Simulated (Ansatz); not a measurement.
# HfO2: response to strain

HfO2 is deformed so: equal xy, yz and zx engineering shear strains of +3 %. What stress and forces result, by LAPW, PAW and all-electron datasets made for the crystal?

Method: DFT PBE, scalar-relativistic, in Ansatz 0.2.0.

### 1 The structure to begin with

Symmetry: Fm-3m, No. 225, cubic system. The conventional cell has a = 5.115 Å, b = 5.115 Å, c = 5.115 Å, α = 90.00°, β = 90.00°, γ = 90.00°. Hf (site symmetry m-3m) has 8 O at 2.21 Å as nearest neighbours. O (site symmetry -43m) has 4 Hf at 2.21 Å as nearest neighbours.

Coordinates:

```
Hf O
1.0
     0.00000    2.55750    2.55750
     2.55750    0.00000    2.55750
     2.55750    2.55750    0.00000
Hf O
1 2
Direct
  0.00000 0.00000 0.00000
  0.25000 0.25000 0.25000
  0.75000 0.75000 0.75000
```

Atoms are numbered in the order of the input: Hf1, O2, O3.

### 2 The deformed structure

Space group Fm-3m before, R-3m after.

### 3 All-electron LAPW

File input.yaml:

```yaml
crystal:
  lattice:
    - [0.076725, 2.5958625, 2.5958625]
    - [2.5958625, 0.076725, 2.5958625]
    - [2.5958625, 2.5958625, 0.076725]
  atoms:
    - { symbol: Hf, position: [0.0, 0.0, 0.0] }
    - { symbol: O, position: [0.25, 0.25, 0.25] }
    - { symbol: O, position: [0.75, 0.75, 0.75] }
kpoints:
  mp_grid: { grid: [9, 9, 9] }
  band_path:
    path:
      - [0.0, 0.0, 0.0]
      - [0.5, 0.5, 0.5]
      - [0.2428775097, 0.5, 0.7571224903]
      - [-0.2428775097, 0.2428775097, 0.5]
      - [0.0, 0.0, 0.5]
      - [0.0, 0.0, 0.0]
      - [-0.3714387548, 0.0, 0.3714387548]
      - [0.0, 0.3714387548, 0.6285612452]
      - [0.0, 0.5, 0.5]
    npoints: 5
scf:
  occupations: { method: fermi_dirac, width: 0.01 }
hamiltonian:
  xc: pbe
  pseudopotentials: { kind: all_electron, lapw: { basis_error: 0.001 } }
output:
  forces: true
  stress: true
  eigenvalues: true
```

Started as:

```console
$ ansatz run input.yaml --threads 1 --pin off --max-ram 4096MiB --backend cpu --events-out ev --progress --plain --runs-dir out
```

The log of the run, cut to the lines that bear on the results:

```text
LAPW: plane waves up to 9.987 Å⁻¹, error target 1.0e-3 eV per atom; small_component_spin mean_spin; O in spheres of 0.941 Å, 8 of its electrons in bands, Dirac shells []; Hf in spheres of 1.252 Å, 42 of its electrons in bands, Dirac shells []
[...]
Pseudopotentials: kind: all_electron
Pseudopotential: Hf, LAPW, valence charge 42, Koelling and Harmon's equation, gaussian nucleus
Pseudopotential: O, LAPW, valence charge 8, Koelling and Harmon's equation, gaussian nucleus
Functional definition: PBE
[...]
Crystal: 3 atoms, lattice volume = 33.434 Å³
Basis set: ecut = 380.00236609405766 eV, 549 PW (Γ), exchange–correlation at level 2
Bands: 35, of which v1, the nominal top of the filled ones, is band 29 counted from 1 (28 counted from 0)
Symmetry: 12 space group operations
Space group: R-3m (ITA 166), of the structure as read, at distance tolerance 3.2e-5 Å
k-points: 85 of 729
[...]
SCF iter   1: F=—  HF=-414356.368579 eV  |F-HF|=—  |Δ(HF+E_count)|=         —  Δρ=1.42e-1  dr2=7.85e0  ethr=1.35e-2  ⟨swp⟩=2.0  Hψ=18300  notcnv=0
[...]
the basis was enlarged: its passes take 510.0 KiB over the memory plan, 1 of 1 planned eigensolver slots
[...]
SCF iter  10: F=-414352.157155 eV  HF=-414352.157155 eV  |F-HF|=1.22e-9  |Δ(HF+E_count)|=   6.71e-8  Δρ=1.47e-6  dr2=9.55e-10  ethr=3.33e-10  ⟨swp⟩=2.0  Hψ=8925  notcnv=0
[...]
NSCF: frozen V_eff on 41 k-points
SCF converged after 10 iterations
Free energy (F): -414352.157155 eV
[...]
E sigma→0 (E₀):  -414352.157155 eV
Fermi energy:    17.647095 eV
[...]
--- Forces (eV/Å), atoms counted from 1 ---
  atom   1  Hf    -0.00000000    -0.00000000     0.00000000
  atom   2  O     -0.15048247    -0.15048247    -0.15048247
  atom   3  O      0.15048247     0.15048247     0.15048247
[...]
--- Stress (GPa, compression-positive) ---
       -1.751320      -2.129310      -2.129310
       -2.129310      -1.751320      -2.129310
       -2.129310      -2.129310      -1.751320
  P = ⅓ Tr σ = -1.7513 GPa (-17.513 kbar)
--- Band table (eV; the first three rows and the last of 85) ---
[...]
```

Run time: 53 s. Hardware: 1 thread of Arm Neoverse V1, shared host; peak memory 0.54 GiB.

Result: pressure -1.75 GPa; gap 3.73 eV, direct at F; largest force 0.261 eV/Å.

### 4 PAW on the default files

File input.yaml:

```yaml
crystal:
  lattice:
    - [0.076725, 2.5958625, 2.5958625]
    - [2.5958625, 0.076725, 2.5958625]
    - [2.5958625, 2.5958625, 0.076725]
  atoms:
    - { symbol: Hf, position: [0.0, 0.0, 0.0] }
    - { symbol: O, position: [0.25, 0.25, 0.25] }
    - { symbol: O, position: [0.75, 0.75, 0.75] }
kpoints:
  mp_grid: { grid: [9, 9, 9] }
scf:
  occupations: { method: fermi_dirac, width: 0.01 }
hamiltonian:
  xc: pbe
  pseudopotentials: { kind: paw }
output:
  forces: true
  stress: true
  eigenvalues: true
  efg: { contact_densities: true }
  write_density: true
  write_potential: true
  elf: true
  volumetric_format: npy
```

Started as:

```console
$ ansatz run input.yaml --threads 1 --pin off --max-ram 4096MiB --backend cpu --events-out ev --progress --plain --runs-dir out
```

The log of the run, cut to the lines that bear on the results:

```text
Hf: output.efg is read without spin–orbit coupling, which moves field gradients at and beside such atoms by some per cent and up to a factor of two; PAW files take it under magnetization.noncollinear and magnetization.spin_orbit
[...]
Pseudopotentials: kind: paw
Pseudopotential: Hf, paw, valence charge 26, recommended cutoff 420 eV (normal)
Pseudopotential: O, paw, valence charge 6, recommended cutoff 420 eV (normal)
Functional definition: PBE
[...]
Crystal: 3 atoms, lattice volume = 33.434 Å³
Basis set: ecut = 420 eV, 653 PW (Γ), exchange–correlation on 50×50×50 points (8 copies of the dense FFT grid, shifted against one another)
Bands: 23, of which v1, the nominal top of the filled ones, is band 19 counted from 1 (18 counted from 0)
Symmetry: 12 space group operations
Space group: R-3m (ITA 166), of the structure as read, at distance tolerance 3.2e-5 Å
k-points: 85 of 729
[...]
  atom   2  O     -0.15084415    -0.15084415    -0.15084415
  atom   3  O      0.15084415     0.15084415     0.15084415
[...]
--- Stress (GPa, compression-positive) ---
       -1.763544      -2.131545      -2.131545
       -2.131545      -1.763544      -2.131545
       -2.131545      -2.131545      -1.763544
  P = ⅓ Tr σ = -1.7635 GPa (-17.635 kbar)
--- PAW observables at the nuclei: V_zz in 10²¹ V/m², potentials from the cell's mean, atoms counted from 1 ---
  atom   1  Hf V_zz =   +11.358880   η = 0.0000   by run symmetry: allowed
            electrostatic potential = -14180.010156 V   contact ρ = 7528559.123662 e/Å³
  atom   2  O  V_zz =    +0.273065   η = 0.0000   by run symmetry: allowed
            electrostatic potential = -631.325826 V   contact ρ = 2156.428172 e/Å³
  atom   3  O  V_zz =    +0.273065   η = 0.0000   by run symmetry: allowed
            electrostatic potential = -631.325826 V   contact ρ = 2156.428172 e/Å³
--- Band table (eV; the first three rows and the last of 85) ---
[... band rows left out ...]
[...]
```

Wall time 6.6 s (1 thread of Arm Neoverse V1, shared host); peak memory 0.41 GiB.

This run gives: pressure -1.76 GPa; gap on the k mesh 3.84 eV (an odd mesh misses the zone boundary); largest force 0.261 eV/Å; Vzz Hf1 11.36 (η = 0.00), O2 0.27 (η = 0.00) (10²¹ V/m²).

The fields are shown in the conventional cell of this run's space group, carried over from its grid by interpolation.

Density in a lattice plane of the grid's cell (edges 3.56 and 9.13 Å, at 0.000 of the third edge), which holds Hf and O.

Ten even steps from '0' (0.02 e/Å³) to '9' (35.47 e/Å³):
```
4200000002
0000000000
0000000000
1000000000
2100000001
1000000000
0000000000
0000000000
0000000000
0000000000
0000000000
0000000000
0000000000
1000000000
2100000001
1000000000
0000000000
0000000000
4200000002
9510000015
```
Columns run along the first of these edges and rows up along the second, over one cell in 10 and 20 even steps from the bottom left corner. Atoms in the plane (fractional): Hf at (0.00, 0.00), O at (0.00, 0.25), O at (0.00, 0.75).

ELF in the same plane.

Values, 12 rows by 6 columns:
```
0.65 0.27 0.18 0.51 0.18 0.27
0.81 0.53 0.07 0.18 0.07 0.53
0.22 0.82 0.18 0.03 0.18 0.82
0.77 0.51 0.07 0.16 0.07 0.51
0.06 0.05 0.18 0.28 0.18 0.05
0.01 0.03 0.07 0.09 0.07 0.03
0.06 0.05 0.18 0.28 0.18 0.05
0.77 0.51 0.07 0.16 0.07 0.51
0.22 0.82 0.18 0.03 0.18 0.82
0.81 0.53 0.07 0.18 0.07 0.53
0.65 0.27 0.18 0.51 0.18 0.27
0.75 0.82 0.07 0.09 0.07 0.82
```
Columns run along the first of these edges and rows up along the second, over one cell in 6 and 12 even steps from the bottom left corner. Atoms in the plane (fractional): Hf at (0.00, 0.00), O at (0.00, 0.25), O at (0.00, 0.75).

Both are smooth fields of the valence electrons: close to the nuclei they are not physical.

Maxima of ELF outside the ion cores: 0.84 in the shell around O, 0.6 Å from O.

### 5 Datasets made for this crystal

Changes to input.yaml since step 4:

```diff
@@ -15,3 +15,3 @@
   xc: pbe
-  pseudopotentials: { kind: paw }
+  pseudopotentials: { kind: all_electron, datasets: crystal }
 output:
@@ -21,5 +21 @@
   efg: { contact_densities: true }
-  write_density: true
-  write_potential: true
-  elf: true
-  volumetric_format: npy
```

Started as:

```console
$ ansatz run input.yaml --threads 1 --pin off --max-ram 4096MiB --backend cpu --events-out ev --progress --plain --runs-dir out
```

The log of the run, cut to the lines that bear on the results:

```text
[...]
Hf: output.efg is read without spin–orbit coupling, which moves field gradients at and beside such atoms by some per cent and up to a factor of two; PAW files take it under magnetization.noncollinear and magnetization.spin_orbit
[...]
Pseudopotentials: kind: all_electron
Pseudopotential: Hf, paw, valence charge 26, recommended cutoff 460 eV (normal), Koelling and Harmon's equation, gaussian nucleus
Pseudopotential: O, paw, valence charge 6, recommended cutoff 460 eV (normal), Koelling and Harmon's equation, gaussian nucleus
Functional definition: PBE
[...]
Crystal: 3 atoms, lattice volume = 33.434 Å³
Basis set: ecut = 460 eV, 749 PW (Γ), exchange–correlation on 54×54×54 points (8 copies of the dense FFT grid, shifted against one another)
Bands: 23, of which v1, the nominal top of the filled ones, is band 19 counted from 1 (18 counted from 0)
Symmetry: 12 space group operations
[...]
       -1.753678      -2.129175      -2.129175
       -2.129175      -1.753678      -2.129175
       -2.129175      -2.129175      -1.753678
  P = ⅓ Tr σ = -1.7537 GPa (-17.537 kbar)
--- PAW observables at the nuclei: V_zz in 10²¹ V/m², potentials from the cell's mean, atoms counted from 1 ---
  atom   1  Hf V_zz =   +11.173264   η = 0.0000   by run symmetry: allowed
            electrostatic potential = -14179.893441 V   contact ρ = 7525153.998106 e/Å³
  atom   2  O  V_zz =    +0.283122   η = 0.0000   by run symmetry: allowed
            electrostatic potential = -631.355294 V   contact ρ = 2156.954981 e/Å³
  atom   3  O  V_zz =    +0.283122   η = 0.0000   by run symmetry: allowed
            electrostatic potential = -631.355294 V   contact ρ = 2156.954981 e/Å³
--- Band table (eV; the first three rows and the last of 85) ---
  k-point 0: bands = ["-45.3654", "-13.9140", "-13.8802", "-13.8802", "-2.8331", "-0.0917", "4.7125", "4.7125", "4.7137", "4.7684", "4.7684", "4.7847", "4.9701", "10.4913", "10.5725", "10.5725", "15.1527", "15.1527", "15.2235", "19.6116"]
[...]
```

Wall time 28 s (1 thread of Arm Neoverse V1, shared host); peak memory 0.72 GiB.

Result: pressure -1.75 GPa; gap on the k mesh 3.84 eV (an odd mesh misses the zone boundary); largest force 0.261 eV/Å; Vzz Hf1 11.17 (η = 0.00), O2 0.28 (η = 0.00) (10²¹ V/m²).

### 6 Side by side

Stress (GPa, compression positive):

```
          method     xx     yy     zz     yz     xz     xy
            LAPW  -1.75  -1.75  -1.75  -2.13  -2.13  -2.13
             PAW  -1.76  -1.76  -1.76  -2.13  -2.13  -2.13
crystal datasets  -1.75  -1.75  -1.75  -2.13  -2.13  -2.13
```

Forces (eV/Å):

```
atom  LAPW x  LAPW y  LAPW z   PAW x   PAW y   PAW z  crystal datasets x  crystal datasets y  crystal datasets z
 Hf1   0.000   0.000   0.000   0.000   0.000   0.000               0.000               0.000               0.000
  O2  -0.150  -0.150  -0.150  -0.151  -0.151  -0.151              -0.150              -0.150              -0.150
  O3   0.150   0.150   0.150   0.151   0.151   0.151               0.150               0.150               0.150
```

| method | pressure (GPa) | gap on the k mesh (eV) | largest force (eV/Å) | Vzz Hf1 (10²¹ V/m²) | Vzz O2 (10²¹ V/m²) | SCF cycles, all passes |
| --- | --- | --- | --- | --- | --- | --- |
| LAPW | -1.75 | 3.84 | 0.261 | – | – | 10 |
| PAW | -1.76 | 3.84 | 0.261 | 11.36 | 0.27 | 6 |
| crystal datasets | -1.75 | 3.84 | 0.261 | 11.17 | 0.28 | 11 |

### 7 Outcome

| quantity | value |
| --- | --- |
| pressure | LAPW -1.75, PAW -1.76, crystal datasets -1.75 GPa |
| largest shear or deviatoric stress (LAPW) | 2.13 GPa |

The largest part of the stress beyond the pressure is 2.13 GPa in size; the atoms are carried along and not relaxed. No run of the undeformed cell stands beside it, so the pressure holds what the given cell had before the change. PAW: stress within 0.01 GPa of LAPW, forces within 1 meV/Å. Crystal datasets: stress within 0.01 GPa of LAPW, forces within 1 meV/Å. Spin-orbit coupling is left out, though the cell holds Hf; in elements this heavy it can shift bands and gaps by tenths of an eV.

These are semilocal Kohn-Sham gaps, which aren't the measured quantity. Such gaps usually fall short of the measured ones.
